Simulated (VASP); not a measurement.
# MgB2 (P6/mmm) in VASP: settings compared

One crystal, MgB2, is run at these levels: PBE, LDA; tasks: density of states, phonons.

Everything below comes from runs of VASP 6.6.1. Logs are shortened: lines on timing, memory, paths and dates and some standing lists are left out, and cuts for length are marked.

## (1) The structure

Symmetry: P6/mmm, No. 191, hexagonal system. Conventional cell: a = 3.061 Å, b = 3.061 Å, c = 3.506 Å, α = 90.00°, β = 90.00°, γ = 120.00°. Mg (site symmetry 6/mmm) has 12 B at 2.49 Å as nearest neighbours. Around B (site symmetry -6m2) lie 3 B at 1.77 Å.

## (2) Density of states, PBE

POSCAR

```
MgB2                                    
1.0
    3.0605751513     -0.0000000000     -0.0000000000
   -1.5302875757      2.6505358313      0.0000000000
   -0.0000000000     -0.0000000000      3.5058936228
  Mg              B             
     1     2
Direct
     0.0000000000000000    0.0000000000000000    0.0000000000000000
     0.3333333332999970    0.6666666667000030    0.5000000000000000
     0.6666666667000030    0.3333333332999970    0.5000000000000000
```

INCAR.step1

```
SYSTEM = MgB2
ALGO = Normal ; EDIFF = 1E-6
ENCUT = 520 ; GGA = PE
ISIF = 2 ; ISMEAR = 1
LASPH = .TRUE. ; LCHARG = .TRUE.
LREAL = .FALSE. ; LWAVE = .FALSE.
NELM = 80 ; PREC = Accurate
SIGMA = 0.1
```

KPOINTS.step1

```
k-points
0
G
  15 15 10
  0 0 0
```

INCAR.step2

```
SYSTEM = MgB2
ALGO = Normal ; EDIFF = 1E-6
ENCUT = 520 ; GGA = PE
ICHARG = 11 ; ISIF = 2
ISMEAR = -5 ; LASPH = .TRUE.
LCHARG = .FALSE. ; LORBIT = 11
LREAL = .FALSE. ; LWAVE = .FALSE.
NEDOS = 1001 ; NELM = 80
PREC = Accurate ; SIGMA = 0.1
```

KPOINTS.step2

```
k-points
0
G
  23 23 15
  0 0 0
```

Potentials or basis: VASP PAW PBE potentials, release 64 (Mg, B).

Launch:

```bash
$ cat potpaw_PBE.64/Mg/POTCAR potpaw_PBE.64/B/POTCAR > POTCAR
$ cp INCAR.step1 INCAR
$ cp KPOINTS.step1 KPOINTS
$ mpirun -np 1 vasp_std > vasp.out
$ cp INCAR.step2 INCAR
$ cp KPOINTS.step2 KPOINTS
$ mpirun -np 1 vasp_std > vasp.out
```

OUTCAR:

```text
SYSTEM = MgB2
   EDIFF = 1E-6
   ENCUT = 520
   GGA = PE
   ICHARG = 11
   ISIF = 2
   ISMEAR = -5
   LASPH = .TRUE.
   LORBIT = 11
   LREAL = .FALSE.
   NELM = 80
   PREC = Accurate

 ion  position               nearest neighbor table
   1  0.000  0.000  0.000-   2 2.49   3 2.49   2 2.49   3 2.49   3 2.49   3 2.49   2 2.49   2 2.49
                             3 2.49   3 2.49   2 2.49   2 2.49
   2  0.333  0.667  0.500-   3 1.77   3 1.77   3 1.77   1 2.49   1 2.49   1 2.49   1 2.49   1 2.49
                             1 2.49
   3  0.667  0.333  0.500-   2 1.77   2 1.77   2 1.77   1 2.49   1 2.49   1 2.49   1 2.49   1 2.49
                             1 2.49

  LATTYP: Found a hexagonal cell.
 ALAT       =     3.0605751513
 C/A-ratio  =     1.1455015641

  Lattice vectors:

 A1 = (   3.0605751513,   0.0000000000,   0.0000000000)
 A2 = (  -1.5302875757,   2.6505358313,   0.0000000000)
 A3 = (   0.0000000000,   0.0000000000,   3.5058936228)

Analysis of symmetry for initial positions (statically):
=====================================================================
 Subroutine PRICEL returns:
 Original cell was already a primitive cell.

 Routine SETGRP: Setting up the symmetry group for a
 hexagonal supercell.

 Subroutine GETGRP returns: Found 24 space group operations
 (whereof 24 operations were pure point group operations)
 out of a pool of 24 trial point group operations.

The static configuration has the point symmetry D_6h.

Analysis of symmetry for dynamics (positions and initial velocities):
=====================================================================
 Subroutine PRICEL returns:
 Original cell was already a primitive cell.

 Routine SETGRP: Setting up the symmetry group for a
 hexagonal supercell.

 Subroutine GETGRP returns: Found 24 space group operations
 (whereof 24 operations were pure point group operations)
 out of a pool of 24 trial point group operations.

The dynamic configuration has the point symmetry D_6h.

 Subroutine INISYM returns: Found 24 space group operations
 (whereof 24 operations are pure point group operations),
 and found     1 'primitive' translations

----------------------------------------------------------------------------------------

                                     Primitive cell

  volume of cell :      28.4404

  direct lattice vectors                    reciprocal lattice vectors
     3.060575151  0.000000000  0.000000000     0.326735973  0.188641102  0.000000000
    -1.530287576  2.650535831  0.000000000     0.000000000  0.377282204  0.000000000
     0.000000000  0.000000000  3.505893623     0.000000000  0.000000000  0.285233982

  length of vectors
     3.060575151  3.060575151  3.505893623     0.377282204  0.377282204  0.285233982

  position of ions in fractional coordinates (direct lattice)
     0.000000000  0.000000000  0.000000000
     0.333333333  0.666666667  0.500000000
     0.666666667  0.333333333  0.500000000

  ion indices of the primitive-cell ions
   primitive index   ion index
                 1           1
                 2           2
                 3           3

----------------------------------------------------------------------------------------

 KPOINTS: k-points

Automatic generation of k-mesh.
 Grid dimensions read from file:
 generate k-points for:   23   23   15

 Generating k-lattice:

  Cartesian coordinates                     Fractional coordinates (reciprocal lattice)
     0.014205912  0.008201787  0.000000000     0.043478261  0.000000000  0.000000000
     0.000000000  0.016403574  0.000000000     0.000000000  0.043478261  0.000000000
     0.000000000  0.000000000  0.019015599     0.000000000  0.000000000  0.066666667

  Length of vectors
     0.016403574  0.016403574  0.019015599

  Shift w.r.t. Gamma in fractional coordinates (k-lattice)
     0.000000000  0.000000000  0.000000000

 TETIRR: Found   7843 inequivalent tetrahedra from    47610

 Subroutine IBZKPT returns following result:
 ===========================================

 Found    448 irreducible k-points:

 Following reciprocal coordinates:
            Coordinates               Weight
  0.000000  0.000000  0.000000      1.000000
  0.043478 -0.000000  0.000000      6.000000
  0.086957  0.000000  0.000000      6.000000
  0.130435 -0.000000  0.000000      6.000000
  0.173913 -0.000000  0.000000      6.000000
  0.217391 -0.000000  0.000000      6.000000
[... 16 lines left out ...]
  0.478261  0.043478  0.000000      6.000000
  0.086957  0.086957  0.000000      6.000000
 [... further k-points ...]
   k-points           NKPTS =    448   k-points in BZ     NKDIM =    448   number of bands    NBANDS=      8
   number of dos      NEDOS =   1001   number of ions     NIONS =      3
   total plane-waves  NPLWV =  16128
   dimension x,y,z NGX =    24 NGY =   24 NGZ =   28
   dimension x,y,z NGXF=    48 NGYF=   48 NGZF=   56
   ions per type =               1   2
   NGX,Y,Z   is equivalent  to a cutoff of  13.04, 13.04, 13.28 a.u.
   NGXF,Y,Z  is equivalent  to a cutoff of  26.07, 26.07, 26.55 a.u.
 SYSTEM =  MgB2
   PREC   = accura    normal or accurate (medium, high low for compatibility)
   ISTART =      0    job   : 0-new  1-cont  2-samecut
   ICHARG =     11    charge: 1-file 2-atom 10-const
   ISPIN  =      1    spin polarized calculation?
   LNONCOLLINEAR =      F non collinear calculations
   LSORBIT =      F    spin-orbit coupling
   LASPH  =      T    aspherical Exc in radial PAW
   ENCUT  =  520.0 eV  38.22 Ry    6.18 a.u.   5.69  5.69  6.52*2*pi/ulx,y,z
   NELM   =     80;   NELMIN=  2; NELMDL=  0     # of ELM steps
   EDIFF  = 0.1E-05   stopping-criterion for ELM
   LREAL  =      F    real-space projection
   EDIFFG = 0.1E-04   stopping-criterion for IOM
   NSW    =      0    number of steps for IOM
   IBRION =     -1    ionic relax: 0-MD 1-quasi-New 2-CG
   NFREE  =      0    steps in history (QN), initial steepest desc. (CG)
   ISIF   =      2    stress and relaxation
   ISYM   =      2    0-nonsym 1-usesym 2-fastsym
   POTIM  = 0.5000    time-step for ionic-motion
   TEBEG  =    0.0;   TEEND  =   0.0 temperature during run
   PSTRESS=    0.0 pullay stress
   NELECT =       8.0000    total number of electrons
   NUPDOWN=      -1.0000    fix difference up-down
   EMIN   =  10.00;   EMAX   =-10.00  energy-range for DOS
   EFERMI =   0.00;   METHOD = LEGACY
   ISMEAR =    -5;   SIGMA  =   0.10  broadening in eV -4-tet -1-fermi 0-gaus
   EFERMI_NEDOS =   21; number of points for ismear=-14 and -15
   IALGO  =     38    algorithm
   IMIX   =      4    mixing-type and parameters
     AMIX     =   0.40;   BMIX     =  1.00
     AMIX_MAG =   1.60;   BMIX_MAG =  1.00
  volume/ion in A,a.u.               =       9.48        63.98
  Fermi-wavevector in a.u.,A,eV,Ry     =   1.072654  2.027022 15.654682  1.150587
  Thomas-Fermi vector in A             =   2.208430
   LORBIT       =     11    0 simple, 1 ext, 2 COOP (PROOUT), +10 PAW based schemes
   GGA     = PE    functional components
   LHFCALC =     F    Hartree Fock is set to
   AEXX    =    0.0000 exact exchange contribution
   IVDW    =     0    specifies the selected vdW correction
   LEPSILON=     F    determine dielectric tensor
   LRPA    =     F    only Hartree local field effects (RPA)
 non-spin polarized calculation
 Fermi weights with tetrahedron method with Bloechl corrections
  energy-cutoff  :      520.00
  volume of cell :       28.44
 maximum number of plane-waves:       781
 NGX is ok and might be reduce to    24

 number of electron       8.0000000 magnetization

 Free energy of the ion-electron system (eV)
  ---------------------------------------------------
  ext. energy  EPLUGINS =         0.00000000
  ---------------------------------------------------
  free energy    TOTEN  =       -15.32116075 eV

  energy without entropy =      -15.32116075  energy(sigma->0) =      -15.32116075

 E-fermi :   5.3727     XC(G=0): -10.9925

 val. band max:        5.3938114347   @ k =   0.3478   0.1739   0.0667
 cond. band min:       5.3553669532   @ k =   0.3043   0.3043   0.2667
 fundamental gap:     -0.0384444815
 Fermi energy:         5.3726962267

 k-point     1 :       0.0000    0.0000    0.0000
  band No.  band energies     occupation
      1      -7.1387      2.00000
      2       2.3986      2.00000
      3       5.7855      0.00000
      4       5.7855      0.00000
      5       7.0708      0.00000
      6      11.8207      0.00000
      7      11.8207      0.00000
      8      13.7573      0.00000

 k-point     2 :       0.0435   -0.0000    0.0000
  band No.  band energies     occupation
      1      -7.1054      2.00000
      2       2.4311      2.00000
      3       5.6082     -0.00864
      4       5.7013      0.00000
      5       7.0995      0.00000
      6      11.8088      0.00000
      7      11.9727      0.00000
      8      13.8247      0.00000

 k-point     3 :       0.0870    0.0000    0.0000
  band No.  band energies     occupation
      1      -7.0056      2.00000
      2       2.5286      2.00000
      3       5.1192      2.04927
      4       5.4733      0.37408
      5       7.1890      0.00000
      6      11.7343      0.00000
      7      12.4031      0.00000
      8      14.0363      0.00000

 k-point     4 :       0.1304   -0.0000    0.0000
  band No.  band energies     occupation
      1      -6.8397      2.00000
      2       2.6903      2.00000
      3       4.4137      2.00000
      4       5.1558      2.05898
      5       7.3411      0.00000
      6      11.5644      0.00000
      7      13.0556      0.00000
      8      14.3577      0.00000

 k-point     5 :       0.1739   -0.0000    0.0000
  band No.  band energies     occupation
      1      -6.6081      2.00000
      2       2.9154      2.00000
      3       3.5825      2.00000
      4       4.8009      2.00000
      5       7.5527      0.00000
      6      11.3285      0.00000
      7      13.7892      0.00000
      8      13.8732      0.00000

 k-point     6 :       0.2174   -0.0000    0.0000
  band No.  band energies     occupation
      1      -6.3116      2.00000
      2       2.6895      2.00000
      3       3.2017      2.00000
      4       4.4465      2.00000
      5       7.8179      0.00000
      6      11.0726      0.00000
      7      12.9781      0.00000
      8      14.8304      0.00000

 k-point     7 :       0.2609   -0.0000    0.0000
  band No.  band energies     occupation
      1      -5.9513      2.00000
      2       1.7757      2.00000
      3       3.5462      2.00000
      4       4.1169      2.00000
      5       8.1275      0.00000
      6      10.8330      0.00000
      7      12.1139      0.00000
      8      14.7873      0.00000
[... 133 lines left out ...]
 k-point    20 :       0.3478    0.0435    0.0000
  band No.  band energies     occupation
      1      -4.7588      2.00000
      2      -0.4288      2.00000
      3       3.3309      2.00000
      4       4.6339      2.00000
      5       9.0484      0.00000
      6       9.9758      0.00000
      7      10.6094      0.00000
      8      13.7682      0.00000

 k-point    21 :       0.3913    0.0435    0.0000
  band No.  band energies     occupation
      1      -4.1939      2.00000
      2      -1.2509      2.00000
      3       3.1754      2.00000
      4       5.0857      2.02507
      5       9.2567      0.00000
      6       9.3244      0.00000
      7      10.6228      0.00000
      8      13.2802      0.00000

 k-point    22 :       0.4348    0.0435    0.0000
  band No.  band energies     occupation
      1      -3.5953      2.00000
      2      -2.0058      2.00000
      3       3.0812      2.00000
      4       5.4624      0.79240
      5       8.7161      0.00000
      6       9.4806      0.00000
      7      10.7364      0.00000
      8      12.8756      0.00000

 k-point    23 :       0.4783    0.0435    0.0000
  band No.  band energies     occupation
      1      -3.1689      2.00000
      2      -2.4845      2.00000
      3       3.0497      2.00000
      4       5.6214     -0.22968
      5       8.5017      0.00000
      6       9.5256      0.00000
      7      10.8132      0.00000
      8      12.7064      0.00000

 k-point    24 :       0.0870    0.0870    0.0000
  band No.  band energies     occupation
      1      -6.7403      2.00000
      2       2.7871      2.00000
      3       4.1721      2.00000
      4       4.8059      2.00000
      5       7.4498      0.00000
      6      11.8975      0.00000
      7      12.7575      0.00000
      8      14.1982      0.00000

 [... further k-points ...]

------------------------ aborting loop because EDIFF is reached ----------------------------------------

  FORCE on cell =-STRESS in cart. coord.  units (eV):
  Direction    XX          YY          ZZ          XY          YZ          ZX
  --------------------------------------------------------------------------------------
  -------------------------------------------------------------------------------------
  Total        0.4031902      0.4031902      0.4050772     -0.0000000     -0.0000000      0.0000000
  in kB       22.7135517     22.7135517     22.8198561     -0.0000000     -0.0000000      0.0000000
  external PRESSURE =      22.7489865 kB  Pullay stress =       0.0000000 kB

 VOLUME and BASIS-vectors are now :
 -----------------------------------------------------------------------------
  energy-cutoff  :      520.00
  volume of cell :       28.44
      direct lattice vectors                 reciprocal lattice vectors
     3.060575151  0.000000000  0.000000000     0.326735973  0.188641102  0.000000000
    -1.530287576  2.650535831  0.000000000     0.000000000  0.377282204  0.000000000
     0.000000000  0.000000000  3.505893623     0.000000000  0.000000000  0.285233982

 POSITION                                       TOTAL-FORCE (eV/Angst)
 -----------------------------------------------------------------------------------
      0.00000      0.00000      0.00000         0.000000      0.000000      0.000000
     -0.00000      1.76702      1.75295        -0.000000      0.000000      0.000000
      1.53029      0.88351      1.75295         0.000000     -0.000000      0.000000
 -----------------------------------------------------------------------------------
    total drift:                                0.000000     -0.000000      0.000000

  FREE ENERGIE OF THE ION-ELECTRON SYSTEM (eV)
  ---------------------------------------------------
  free  energy   TOTEN  =       -15.3211607475 eV

  energy  without entropy=      -15.3211607475  energy(sigma->0) =      -15.32116075

 total charge

# of ion       s       p       d       tot
------------------------------------------
    1        0.160   0.180   0.059   0.399
    2        0.692   1.251   0.000   1.943
    3        0.692   1.251   0.000   1.943
--------------------------------------------------
tot          1.543   2.682   0.059   4.285
```

It took 30 s on 1 thread of Intel Xeon 6975P-C (Granite Rapids), shared host; peak memory 0.24 GiB.

What came out:

```yaml
Valence_electrons_inside_the_program's_atomic_spheres: Mg 0.40; B 1.94
```

States per cell in windows of 0.5 eV (zero at the Fermi level; states under -8 eV left out):
| from (eV) | total | B2_p | B3_p | B2_s | B3_s | Mg1_s | Mg1_p |
| --- | --- | --- | --- | --- | --- | --- | --- |
| -8.0 | 0.20 | 0.01 | 0.01 | 0.04 | 0.04 | 0.00 | 0.00 |
| -7.5 | 0.22 | 0.02 | 0.02 | 0.03 | 0.03 | 0.01 | 0.00 |
| -7.0 | 0.31 | 0.04 | 0.04 | 0.04 | 0.04 | 0.01 | 0.01 |
| -6.5 | 0.28 | 0.04 | 0.04 | 0.03 | 0.03 | 0.01 | 0.01 |
| -6.0 | 0.30 | 0.04 | 0.04 | 0.03 | 0.03 | 0.01 | 0.01 |
| -5.5 | 0.36 | 0.05 | 0.05 | 0.03 | 0.03 | 0.01 | 0.01 |
| -5.0 | 0.37 | 0.06 | 0.06 | 0.02 | 0.02 | 0.01 | 0.01 |
| -4.5 | 0.41 | 0.07 | 0.07 | 0.02 | 0.02 | 0.01 | 0.01 |
| -4.0 | 0.45 | 0.08 | 0.08 | 0.02 | 0.02 | 0.01 | 0.01 |
| -3.5 | 0.50 | 0.10 | 0.10 | 0.02 | 0.02 | 0.01 | 0.02 |
| -3.0 | 0.47 | 0.10 | 0.10 | 0.01 | 0.01 | 0.01 | 0.01 |
| -2.5 | 0.60 | 0.14 | 0.14 | 0.01 | 0.01 | 0.00 | 0.01 |
| -2.0 | 0.55 | 0.14 | 0.14 | 0.01 | 0.01 | 0.00 | 0.01 |
| -1.5 | 0.45 | 0.11 | 0.11 | 0.01 | 0.01 | 0.00 | 0.01 |
| -1.0 | 0.42 | 0.10 | 0.10 | 0.00 | 0.00 | 0.01 | 0.01 |
| -0.5 | 0.37 | 0.09 | 0.09 | 0.00 | 0.00 | 0.01 | 0.01 |
| 0.0 | 0.31 | 0.07 | 0.07 | 0.00 | 0.00 | 0.00 | 0.01 |
| 0.5 | 0.15 | 0.03 | 0.03 | 0.00 | 0.00 | 0.00 | 0.00 |
| 1.0 | 0.14 | 0.02 | 0.02 | 0.00 | 0.00 | 0.00 | 0.01 |
| 1.5 | 0.15 | 0.02 | 0.02 | 0.00 | 0.00 | 0.00 | 0.01 |
| 2.0 | 0.19 | 0.03 | 0.03 | 0.00 | 0.00 | 0.01 | 0.01 |
| 2.5 | 0.21 | 0.03 | 0.03 | 0.00 | 0.00 | 0.01 | 0.01 |
| 3.0 | 0.22 | 0.03 | 0.03 | 0.00 | 0.00 | 0.01 | 0.01 |
| 3.5 | 0.21 | 0.03 | 0.03 | 0.00 | 0.00 | 0.01 | 0.01 |
| 4.0 | 0.22 | 0.02 | 0.02 | 0.00 | 0.00 | 0.01 | 0.01 |
| 4.5 | 0.28 | 0.03 | 0.03 | 0.01 | 0.01 | 0.02 | 0.01 |
| 5.0 | 0.38 | 0.03 | 0.03 | 0.02 | 0.02 | 0.03 | 0.01 |
| 5.5 | 0.55 | 0.04 | 0.04 | 0.04 | 0.04 | 0.04 | 0.02 |
| 6.0 | 0.75 | 0.07 | 0.07 | 0.04 | 0.04 | 0.05 | 0.03 |
| 6.5 | 0.69 | 0.08 | 0.08 | 0.03 | 0.03 | 0.04 | 0.03 |
| 7.0 | 0.47 | 0.06 | 0.06 | 0.02 | 0.02 | 0.03 | 0.02 |
| 7.5 | 0.55 | 0.07 | 0.07 | 0.02 | 0.02 | 0.05 | 0.02 |

Caveat: tetrahedron occupations give inexact forces and stress in metals.

(Part 1 of 2 ends here.)
